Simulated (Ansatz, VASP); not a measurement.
## Ag: VASP beside Ansatz

INCAR

```
SYSTEM = Ag
ALGO = Normal
EDIFF = 1E-6
ENCUT = 520
GGA = PS
ISIF = 2
ISMEAR = -1
LASPH = .TRUE.
LCHARG = .FALSE.
LREAL = .FALSE.
LWAVE = .FALSE.
NBANDS = 12
NELM = 60
PREC = Accurate
SIGMA = 0.03
```

Contents of KPOINTS:

```
k-points
0
G
  15 15 15
  0 0 0
```

Contents of POSCAR:

```
Ag
1.0
    0.0000000000      2.0635310000      2.0431000000
    2.0635310000      0.0000000000      2.0431000000
    2.0635310000      2.0635310000      0.0000000000
Ag
1
Direct
    0.0000000000      0.0000000000      0.0000000000
```

Input for Ansatz:

```yaml
crystal:
  lattice:
    - [0.0, 2.063531, 2.0431]
    - [2.063531, 0.0, 2.0431]
    - [2.063531, 2.063531, 0.0]
  atoms:
    - { symbol: Ag, position: [0.0, 0.0, 0.0] }
kpoints:
  mp_grid: { grid: [15, 15, 15] }
  band_path:
    path:
      - [0.0, 0.0, 0.0]
      - [0.0, 0.5, 0.5]
      - [0.25, 0.75, 0.5]
      - [0.0, 0.5, 0.0]
      - [0.0, 0.0, 0.0]
      - [0.5, 0.5, 0.0]
      - [0.3775125, 0.6224875, 0.0]
      - [-0.3775125, 0.3775125, 0.0]
      - [0.0, 0.0, 0.0]
    npoints: 5
scf:
  occupations: { method: fermi_dirac, width: 0.03 }
hamiltonian:
  xc: pbesol
  pseudopotentials: { kind: all_electron, lapw: { basis_error: 0.0005 } }
output:
  forces: true
  stress: true
  eigenvalues: true
```

Change from the starting cell: equal xx and yy strain of +1 %.

Alike in both runs: task single point; functional PBEsol; k mesh 15 × 15 × 15; occupations fermi-dirac, width 0.03 eV; no spin polarisation.

|  | VASP | Ansatz |
| --- | --- | --- |
| version | VASP 6.6.1 | Ansatz 0.2.0 |
| potentials or method | VASP PAW PBE potentials, release 64 (Ag) | all-electron LAPW, scalar-relativistic |
| plane-wave cutoff (eV) | 520 | see its input |

VASP gave:

* pressure (GPa): -4.8
* largest component of the traceless stress (GPa): 0.11

Q: Which values does Ansatz return?

A: Pressure (GPa): -4.7; largest component of the traceless stress (GPa): 0.09.

Ansatz ran all-electron here, so the differences hold the error of VASP's frozen core and of both bases.

Caveats: the PAW data sets were made with another functional, which shifts forces and pressure a little (VASP).
